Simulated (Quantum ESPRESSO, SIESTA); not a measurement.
**C: 3 runs at one level of theory**

```
C
1.0
     0.00000    1.78337    1.78337
     1.78337    0.00000    1.78337
     1.78337    1.78337    0.00000
C
2
Direct
  0.75000 0.75000 0.75000
  0.50000 0.50000 0.50000
```

Alike in all runs: task band structure; functional AM05; k mesh 13 × 13 × 13; occupations fermi-dirac, width 0.05 eV; no spin polarisation; no spin-orbit coupling. Pressure is positive in compression and, in plane waves, holds the error of the finite cutoff. Gaps are the smaller of the mesh's and the band path's.

```json
{"program and potentials": "SIESTA, files PseudoDojo sr-pbesol-0.4.1-standard, DZP (energy shift 0.002 Ry)", "plane-wave cutoff (eV)": "-", "notes": "atomic basis; potentials made for PBEsol", "band gap (eV)": "4.14", "pressure (GPa)": "3.43"}
{"program and potentials": "SIESTA, files PseudoDojo sr-pbesol-0.4.1-standard, DZP (energy shift 0.003 Ry)", "plane-wave cutoff (eV)": "-", "notes": "atomic basis; potentials made for PBEsol", "band gap (eV)": "4.13", "pressure (GPa)": "3.56"}
{"program and potentials": "Quantum ESPRESSO, SG15 PBE 1.2", "plane-wave cutoff (eV)": "1197", "notes": "potentials made for PBE", "band gap (eV)": "3.98", "pressure (GPa)": "-3.16"}
```

The band gap spans 3.98 (Quantum ESPRESSO, SG15 PBE 1.2) to 4.14 eV (SIESTA, files PseudoDojo sr-pbesol-0.4.1-standard, DZP (energy shift 0.002 Ry)). The pressure spans -3.16 (Quantum ESPRESSO, SG15 PBE 1.2) to 3.56 GPa (SIESTA, files PseudoDojo sr-pbesol-0.4.1-standard, DZP (energy shift 0.003 Ry)). The paths' points differ, which is worth about 0.01 eV. Rows in atomic bases carry the error of their basis and grid, which can be large.

The functional is the same throughout but for its coding, so the spread measures potentials, basis and numerics; runs on potential files found faulty are left out.
